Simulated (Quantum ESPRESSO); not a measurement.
# ZrB2 (P6/mmm) in Quantum ESPRESSO: notebook

Aim: see how the results for ZrB2 move with the level of theory and the settings. Levels: PBE, LDA, B86bPBE. Tasks: phonons, energy-loss spectrum.

Program: Quantum ESPRESSO 7.5. These are calculated values, not measurements. Logs are shortened: lines on timing, memory, paths and dates and some standing lists are left out, and cuts for length are marked.

## 1. Starting point

The structure is hexagonal, space group P6/mmm (No. 191). The conventional cell has a = 3.170 Å, b = 3.170 Å, c = 3.533 Å, α = 90.00°, β = 90.00°, γ = 120.00°. Zr (site symmetry 6/mmm) is surrounded by 12 B at 2.54 Å. B (site symmetry -6m2) is surrounded by 3 B at 1.83 Å.

## 2. Phonons, PBE

File pw.in:

```
&CONTROL
  calculation = 'scf'
  prefix = 'pwscf'
  outdir = './tmp'
  pseudo_dir = './pseudo'
  tprnfor = .true.
  tstress = .true.
  disk_io = 'low'
/
&SYSTEM
  ibrav = 0
  celldm(1) = 8
  nat = 3
  ntyp = 2
  ecutwfc = 76
  nbnd = 15
  occupations = 'smearing'
  smearing = 'mv'
  degauss = 0.01469973
/
&ELECTRONS
  conv_thr = 6d-10
  electron_maxstep = 120
  mixing_beta = 0.5
/
ATOMIC_SPECIES
Zr    91.2240 Zr.upf
B     10.8100 B.upf
CELL_PARAMETERS alat
  0.7488039768830   0.0000000000000   0.0000000000000
 -0.3744019884415   0.6484832664362   0.0000000000000
  0.0000000000000   0.0000000000000   0.8345502997879
ATOMIC_POSITIONS crystal
Zr     0.0000000000    0.0000000000    0.0000000000
B      0.6666666667    0.3333333333    0.5000000000
B      0.3333333333    0.6666666667    0.5000000000
K_POINTS automatic
7 7 6 0 0 0
```

File scf2.in:

```
&CONTROL
  calculation = 'scf'
  prefix = 'pwscf'
  outdir = './tmp'
  pseudo_dir = './pseudo'
  tprnfor = .true.
  tstress = .true.
  disk_io = 'low'
/
&SYSTEM
  ibrav = 0
  celldm(1) = 8
  nat = 3
  ntyp = 2
  ecutwfc = 76
  nbnd = 15
  occupations = 'smearing'
  smearing = 'mv'
  degauss = 0.01469973
/
&ELECTRONS
  conv_thr = 1d-13
  electron_maxstep = 120
  mixing_beta = 0.5
  startingpot = 'file'
  startingwfc = 'file'
/
ATOMIC_SPECIES
Zr    91.2240 Zr.upf
B     10.8100 B.upf
CELL_PARAMETERS alat
  0.7488039768830   0.0000000000000   0.0000000000000
 -0.3744019884415   0.6484832664362   0.0000000000000
  0.0000000000000   0.0000000000000   0.8345502997879
ATOMIC_POSITIONS crystal
Zr     0.0000000000    0.0000000000    0.0000000000
B      0.6666666667    0.3333333333    0.5000000000
B      0.3333333333    0.6666666667    0.5000000000
K_POINTS automatic
7 7 6 0 0 0
```

File ph.in:

```
phonons of ZrB2
&INPUTPH
  prefix = 'pwscf'
  outdir = './tmp'
  tr2_ph = 1d-18
  fildyn = 'dyn'
  niter_ph = 90
  alpha_mix(1) = 0.4
/
0.0000000000 0.0000000000 0.0000000000
```

File dynmat.in:

```
&INPUT
  fildyn = 'dyn'
  asr = 'crystal'
  filout = 'dynmat.disp'
  fileig = 'dynmat.eig'
/
```

Potentials or basis: PseudoDojo 0.4 SR PBE stringent.

Started as:

```sh
OMP_NUM_THREADS=1 pw.x -in pw.in > pw.out
OMP_NUM_THREADS=1 pw.x -in scf2.in > scf2.out
OMP_NUM_THREADS=1 ph.x -in ph.in > ph.out
OMP_NUM_THREADS=1 dynmat.x -in dynmat.in > dynmat.out
```

pw.out:

```text
This program is part of the open-source Quantum ESPRESSO suite
     for quantum simulation of materials; please cite
         "P. Giannozzi et al., J. Phys.:Condens. Matter 21 395502 (2009);
         "P. Giannozzi et al., J. Phys.:Condens. Matter 29 465901 (2017);
         "P. Giannozzi et al., J. Chem. Phys. 152 154105 (2020);
     in publications or presentations arising from this work. More details at

     Message from routine setup:
     using ibrav=0 with symmetry is DISCOURAGED, use correct ibrav instead

     G-vector sticks info
     --------------------
     sticks:   dense  smooth     PW     G-vecs:    dense   smooth      PW
     Sum         745     745    223                18541    18541    2979

     Using Slab Decomposition

     bravais-lattice index     =            0
     lattice parameter (alat)  =       8.0000  a.u.
     unit-cell volume          =     207.4863 (a.u.)^3
     number of atoms/cell      =            3
     number of atomic types    =            2
     number of electrons       =        18.00
     number of Kohn-Sham states=           15
     kinetic-energy cutoff     =      76.0000  Ry
     charge density cutoff     =     304.0000  Ry
     scf convergence threshold =      6.0E-10
     mixing beta               =       0.5000
     number of iterations used =            8  plain     mixing
     Exchange-correlation= PBE
                           (   1   4   3   4   0   0   0)

     celldm(1)=   8.000000  celldm(2)=   0.000000  celldm(3)=   0.000000
     celldm(4)=   0.000000  celldm(5)=   0.000000  celldm(6)=   0.000000

     crystal axes: (cart. coord. in units of alat)
               a(1) = (   0.748804   0.000000   0.000000 )
               a(2) = (  -0.374402   0.648483   0.000000 )
               a(3) = (   0.000000   0.000000   0.834550 )

     reciprocal axes: (cart. coord. in units 2 pi/alat)
               b(1) = (  1.335463  0.771030 -0.000000 )
               b(2) = (  0.000000  1.542060  0.000000 )
               b(3) = (  0.000000 -0.000000  1.198250 )

     PseudoPot. # 1 for Zr read from file:
     Zr.upf
     Pseudo is Norm-conserving + core correction, Zval = 12.0
     Generated using ONCVPSP code by D. R. Hamann
     Using radial grid of 1622 points,  6 beta functions with:
                l(1) =   0
                l(2) =   0
                l(3) =   1
                l(4) =   1
                l(5) =   2
                l(6) =   2

     PseudoPot. # 2 for B  read from file:
     B.upf
     Pseudo is Norm-conserving + core correction, Zval =  3.0
     Generated using ONCVPSP code by D. R. Hamann
     Using radial grid of 1534 points,  4 beta functions with:
                l(1) =   0
                l(2) =   0
                l(3) =   1
                l(4) =   1

     atomic species   valence    mass     pseudopotential
     Zr               12.00    91.22400     Zr( 1.00)
     B                 3.00    10.81000     B ( 1.00)

     24 Sym. Ops., with inversion, found

   Cartesian axes

     site n.     atom                  positions (alat units)
         1        Zr     tau(   1) = (   0.0000000   0.0000000   0.0000000  )
         2        B      tau(   2) = (   0.3744020   0.2161611   0.4172751  )
         3        B      tau(   3) = (  -0.0000000   0.4323222   0.4172751  )

     number of k points=    32  Marzari-Vanderbilt smearing, width (Ry)=  0.0147
                       cart. coord. in units 2pi/alat
        k(    1) = (   0.0000000   0.0000000   0.0000000), wk =   0.0068027
        k(    2) = (   0.0000000   0.0000000   0.1997084), wk =   0.0136054
        k(    3) = (   0.0000000   0.0000000   0.3994167), wk =   0.0136054
        k(    4) = (   0.0000000   0.0000000  -0.5991251), wk =   0.0068027
        k(    5) = (   0.0000000   0.2202943   0.0000000), wk =   0.0408163
        k(    6) = (   0.0000000   0.2202943   0.1997084), wk =   0.0816327
[... 24 lines left out ...]
        k(   31) = (   0.3815609   0.6608828   0.3994167), wk =   0.0816327
        k(   32) = (   0.3815609   0.6608828  -0.5991251), wk =   0.0408163

     Dense  grid:    18541 G-vectors     FFT dimensions: (  36,  36,  40)

     Initial potential from superposition of free atoms

     starting charge      17.9971, renormalised to      18.0000
     Starting wfcs are   18 randomized atomic wfcs

     Self-consistent Calculation

     iteration #  1     ecut=    76.00 Ry     beta= 0.50
     Davidson diagonalization with overlap
     ethr =  1.00E-02,  avg # of iterations =  2.8

     total energy              =    -113.14867349 Ry
     estimated scf accuracy    <       0.25173228 Ry

     iteration #  2     ecut=    76.00 Ry     beta= 0.50
     Davidson diagonalization with overlap
     ethr =  1.40E-03,  avg # of iterations =  2.1

     total energy              =    -113.22076751 Ry
     estimated scf accuracy    <       0.03672670 Ry

     iteration #  3     ecut=    76.00 Ry     beta= 0.50
     Davidson diagonalization with overlap
     ethr =  2.04E-04,  avg # of iterations =  2.1

     total energy              =    -113.22837579 Ry
     estimated scf accuracy    <       0.00082790 Ry

     iteration #  4     ecut=    76.00 Ry     beta= 0.50
     Davidson diagonalization with overlap
     c_bands:  1 eigenvalues not converged
     ethr =  4.60E-06,  avg # of iterations =  6.9

     total energy              =    -113.22855365 Ry
     estimated scf accuracy    <       0.00003490 Ry

     iteration #  5     ecut=    76.00 Ry     beta= 0.50
     Davidson diagonalization with overlap
     ethr =  1.94E-07,  avg # of iterations =  2.3

     total energy              =    -113.22856045 Ry
     estimated scf accuracy    <       0.00000297 Ry

     iteration #  6     ecut=    76.00 Ry     beta= 0.50
     Davidson diagonalization with overlap
     ethr =  1.65E-08,  avg # of iterations =  2.0

     total energy              =    -113.22856088 Ry
     estimated scf accuracy    <       0.00000003 Ry

     iteration #  7     ecut=    76.00 Ry     beta= 0.50
     Davidson diagonalization with overlap
     ethr =  1.59E-10,  avg # of iterations =  4.3

     total energy              =    -113.22856091 Ry
     estimated scf accuracy    <          7.0E-09 Ry

     iteration #  8     ecut=    76.00 Ry     beta= 0.50
     Davidson diagonalization with overlap
     ethr =  3.88E-11,  avg # of iterations =  2.3

     End of self-consistent calculation

          k = 0.0000 0.0000 0.0000 (  2329 PWs)   bands (ev):

   -32.7712 -10.9623 -10.4050 -10.4050   3.1322  13.2331  13.2331  13.2915
    13.5128  19.2700  19.2700  20.0403  20.0403  20.7618  21.0415

          k = 0.0000 0.0000 0.1997 (  2311 PWs)   bands (ev):

   -32.7664 -11.0560 -10.3986 -10.3986   3.5301  11.5889  13.4928  13.4928
    15.1057  17.8935  17.8935  19.2617  19.2617  20.7986  23.0235

          k = 0.0000 0.0000 0.3994 (  2310 PWs)   bands (ev):

   -32.7567 -11.2370 -10.3857 -10.3857   4.4943   9.8255  14.2189  14.2189
    16.6400  16.6400  16.7714  17.6922  17.6922  20.8821  23.1930

          k = 0.0000 0.0000-0.5991 (  2322 PWs)   bands (ev):

   -32.7519 -11.3246 -10.3793 -10.3793   5.1610   8.9039  14.8990  14.8990
    16.2026  16.2026  16.6552  16.6552  17.6967  20.9305  23.0401

          k = 0.0000 0.2203 0.0000 (  2335 PWs)   bands (ev):

   -32.7496 -10.9301 -10.5926 -10.4459   3.5336  12.1699  13.1126  13.2255
    13.6367  18.5332  19.0333  19.2528  19.7663  21.9202  22.3233

          k = 0.0000 0.2203 0.1997 (  2334 PWs)   bands (ev):

   -32.7448 -11.0207 -10.5836 -10.4389   3.8899  11.7095  12.3786  13.3044
    14.7373  17.5774  17.6567  19.9934  20.0265  21.9517  22.3145

          k = 0.0000 0.2203 0.3994 (  2331 PWs)   bands (ev):

   -32.7353 -11.1954 -10.5664 -10.4249   4.7189  10.2158  12.7004  13.4086
    15.5156  17.0250  17.0693  18.7697  19.0395  22.4446  23.4776

          k = 0.0000 0.2203-0.5991 (  2330 PWs)   bands (ev):

   -32.7305 -11.2798 -10.5580 -10.4178   5.2436   9.4822  12.9033  13.4184
    15.4458  17.2235  17.6191  18.0039  18.1378  22.5245  23.8045

          k = 0.0000 0.4406 0.0000 (  2328 PWs)   bands (ev):

   -32.7005 -10.9934 -10.8568 -10.5365   4.6237  10.1712  12.4375  13.0603
    13.8036  18.2310  18.5604  19.2242  19.5436  22.1977  23.4296

          k = 0.0000 0.4406 0.1997 (  2324 PWs)   bands (ev):

   -32.6959 -10.9853 -10.9345 -10.5282   4.8584  10.0403  12.2750  12.7817
    13.9416  17.5672  18.2754  20.1685  20.4145  22.0833  23.5204

          k = 0.0000 0.4406 0.3994 (  2317 PWs)   bands (ev):

   -32.6867 -11.1008 -10.9535 -10.5115   5.3031  10.0575  11.6836  12.2764
    14.0370  17.5325  18.4681  20.4938  20.8759  22.1884  24.4233

          k = 0.0000 0.4406-0.5991 (  2296 PWs)   bands (ev):

   -32.6821 -11.1773 -10.9421 -10.5031   5.5028  10.6020  10.8314  12.0464
    14.0158  18.7981  18.7995  18.8096  20.5883  23.7831  24.2584

          k = 0.0000 0.6609 0.0000 (  2318 PWs)   bands (ev):

   -32.6607 -11.2971 -10.7971 -10.6077   6.1845   8.1303  12.0238  12.8378
    13.2898  18.2263  18.2479  20.2030  20.5783  22.2745  24.3923

          k = 0.0000 0.6609 0.1997 (  2319 PWs)   bands (ev):

   -32.6563 -11.2817 -10.8729 -10.5984   6.2476   8.0269  12.3633  12.4932
    13.2283  17.5674  19.0360  20.7557  20.9107  23.0065  23.5511

          k = 0.0000 0.6609 0.3994 (  2325 PWs)   bands (ev):

   -32.6474 -11.2506 -11.0208 -10.5797   6.0452   8.5046  11.6368  12.3825
    13.4272  17.8613  20.3481  21.4147  21.7054  21.9108  24.1460

          k = 0.0000 0.6609-0.5991 (  2312 PWs)   bands (ev):

   -32.6429 -11.2347 -11.0932 -10.5704   5.8626   9.0927  11.3380  11.6892
    13.7655  19.5145  19.7635  20.7441  22.1372  22.3929  24.0090

          k = 0.1908 0.3304 0.0000 (  2337 PWs)   bands (ev):

   -32.7142 -10.8773 -10.8586 -10.5396   4.2806  10.9390  12.4927  12.6501
    14.4031  17.6077  17.8450  19.5629  21.0109  22.2827  22.8426

          k = 0.1908 0.3304 0.1997 (  2329 PWs)   bands (ev):

   -32.7095 -10.9639 -10.8450 -10.5314   4.5537  11.0052  11.6654  12.6874
    15.2611  15.8276  19.3263  19.7537  21.1752  21.6121  23.0198

          k = 0.1908 0.3304 0.3994 (  2315 PWs)   bands (ev):

   -32.7003 -11.1270 -10.8232 -10.5148   5.1239  10.8001  11.1328  12.4315
    14.6569  16.8050  18.8691  19.4439  20.8045  23.0497  23.9081

          k = 0.1908 0.3304-0.5991 (  2320 PWs)   bands (ev):

   -32.6956 -11.2061 -10.8124 -10.5066   5.4242  10.4902  11.1910  12.2370
    14.2820  18.0810  18.7972  19.0000  19.6160  23.9683  24.6357

          k = 0.1908 0.5507 0.0000 (  2308 PWs)   bands (ev):

   -32.6696 -11.1563 -10.8106 -10.6746   5.6180   9.2539  11.4807  12.3152
    14.9805  16.3273  17.7078  21.0693  21.2290  23.0194  23.9355

          k = 0.1908 0.5507 0.1997 (  2312 PWs)   bands (ev):

   -32.6652 -11.1425 -10.8875 -10.6647   5.7313   9.1596  11.2252  12.5840
    14.2659  16.7286  19.1583  20.2155  21.5368  22.8878  24.1510

          k = 0.1908 0.5507 0.3994 (  2318 PWs)   bands (ev):

   -32.6562 -11.1148 -11.0372 -10.6449   5.8319   9.2110  11.1062  12.4188
    13.6017  17.9789  19.9758  20.7884  21.9745  22.1217  24.4237

          k = 0.1908 0.5507-0.5991 (  2328 PWs)   bands (ev):

   -32.6517 -11.1123 -11.0987 -10.6349   5.8190   9.3357  11.3855  11.8451
    13.4786  19.1583  20.0684  20.3637  21.6161  23.4049  24.1239

          k = 0.1908 0.7710 0.0000 (  2312 PWs)   bands (ev):

   -32.6497 -11.2830 -10.7806 -10.7355   7.2296   7.4849  11.1097  12.2390
    14.8431  15.6855  19.2850  20.4510  21.0479  24.3874  24.4011

          k = 0.1908 0.7710 0.1997 (  2314 PWs)   bands (ev):

   -32.6453 -11.2676 -10.8547 -10.7248   7.0816   7.5338  11.0567  12.6797
    13.6534  17.2750  19.6426  19.9698  21.6270  23.7444  24.7482

          k = 0.1908 0.7710 0.3994 (  2324 PWs)   bands (ev):

   -32.6364 -11.2366 -10.9993 -10.7035   6.4328   8.1479  10.9805  12.6929
    13.3772  18.6767  20.5730  20.7672  22.0310  22.8242  24.2427

          k = 0.1908 0.7710-0.5991 (  2330 PWs)   bands (ev):

   -32.6320 -11.2209 -11.0699 -10.6928   6.1576   8.4375  11.1015  12.1858
    13.6645  19.7162  20.7943  21.4112  22.1142  22.6831  23.5653

          k = 0.3816 0.6609 0.0000 (  2326 PWs)   bands (ev):

   -32.6447 -11.1592 -10.9172 -10.7734   7.1258   8.5794   9.5974  12.7702
    14.3324  16.9904  17.0440  20.0304  23.6725  24.2226  25.9857

          k = 0.3816 0.6609 0.1997 (  2317 PWs)   bands (ev):

   -32.6404 -11.1448 -10.9049 -10.8465   7.0232   8.4031   9.7626  12.9200
    13.7614  17.7089  18.3179  20.1588  23.0677  23.5242  26.2152

          k = 0.3816 0.6609 0.3994 (  2327 PWs)   bands (ev):

   -32.6316 -11.1158 -10.9896 -10.8802   6.6898   8.0526  10.4668  13.0693
    13.2420  19.1550  20.6019  20.6388  22.3556  22.8636  24.2475

          k = 0.3816 0.6609-0.5991 (  2328 PWs)   bands (ev):

   -32.6272 -11.1010 -11.0596 -10.8677   6.5011   7.8804  10.9900  13.0483
    13.0986  19.7972  21.4067  21.7433  22.1531  23.1558  23.2207

     the Fermi energy is    15.6729 ev

!    total energy              =    -113.22856091 Ry
     estimated scf accuracy    <          3.9E-10 Ry
     smearing contrib. (-TS)   =       0.00004867 Ry
     internal energy E=F+TS    =    -113.22860958 Ry

     The total energy is F=E-TS. E is the sum of the following terms:
     one-electron contribution =      -3.89525910 Ry
     hartree contribution      =      12.39161591 Ry
     xc contribution           =     -25.13417842 Ry
     ewald contribution        =     -96.59078797 Ry

     convergence has been achieved in   8 iterations

     Forces acting on atoms (cartesian axes, Ry/au):

     atom    1 type  1   force =     0.00000000   -0.00000000   -0.00000000
     atom    2 type  2   force =    -0.00000000   -0.00000000   -0.00000000
     atom    3 type  2   force =     0.00000000    0.00000000   -0.00000000

     Total force =     0.000000     Total SCF correction =     0.000000

     Computing stress (Cartesian axis) and pressure

          total   stress  (Ry/bohr**3)                   (kbar)     P=        7.81
   0.00004626  -0.00000000   0.00000000            6.80       -0.00        0.00
  -0.00000000   0.00004626   0.00000000           -0.00        6.80        0.00
   0.00000000  -0.00000000   0.00006679            0.00       -0.00        9.83

=------------------------------------------------------------------------------=
   JOB DONE.
=------------------------------------------------------------------------------=
```

Run time: 5.5 min. Hardware: 1 thread of Arm Neoverse V1, shared host; peak memory 0.06 GiB.

What came out:

| Item | Value |
| --- | --- |
| Free energy | -1540.5531 eV |
| Pressure after relaxing | 0.8 GPa |
| Band gap on the k mesh | none (metal or under the smearing width) |
| Highest phonon frequency at Γ | 760 cm⁻¹ |

Stress tensor (GPa, compression positive):
```
0.68 0.00 0.00
0.00 0.68 0.00
0.00 0.00 0.98
```

Levels at points of the mesh, in eV from the Fermi level:
| k point | band 6 | band 7 | band 8 | band 9 | band 10 | band 11 | band 12 | band 13 |
| --- | --- | --- | --- | --- | --- | --- | --- | --- |
| (0.00, 0.00, 0.00) | -2.44 | -2.44 | -2.38 | -2.16 | 3.60 | 3.60 | 4.37 | 4.37 |
| (0.00, 0.00, -0.50) | -6.77 | -0.77 | -0.77 | 0.53 | 0.53 | 0.98 | 0.98 | 2.02 |

Phonon frequencies in cm⁻¹ (negative: imaginary):
```
              q point                       frequencies
(0.000, 0.000, 0.000)  -1 -1 -1 450 450 466 522 760 760
```

Optical modes at Γ, degenerate ones joined:
| cm⁻¹ | components | symmetry | active in |
| --- | --- | --- | --- |
| 450 | 2 | E1u | IR |
| 466 | 1 | A2u | IR |
| 522 | 1 | B1g | silent |
| 760 | 2 | E2g | Raman |

Caveat: the k mesh is coarse; the mesh is thin for the phonons of a metal.

[end of part 1 of 3]
